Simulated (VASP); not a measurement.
## SiC (CsCl): one LDA relaxation of cell and atoms in two programs

Start cell

```
Si C
1.0
     2.64436    0.00000    0.00000
     0.00000    2.64436    0.00000
     0.00000    0.00000    2.64436
Si C
1 1
Cartesian
  0.0000 0.0000 0.0000
  1.3222 1.3222 1.3222
```

The two codes use different PAW datasets and cutoffs. VASP's cell holds 8 valence electrons and Ansatz's 8. LDA means the Perdew–Zunger form with relativistic exchange in VASP and the Perdew–Wang form in Ansatz.

Cutoffs: 600 eV in VASP, 420 eV in Ansatz. k meshes: 8×8×8 and 8×8×8.

```csv
,VASP,Ansatz
relaxed cell vector lengths,"2.605, 2.605, 2.605 Å","2.603, 2.603, 2.603 Å"
relaxed cell volume,17.67 Å³,17.64 Å³
```
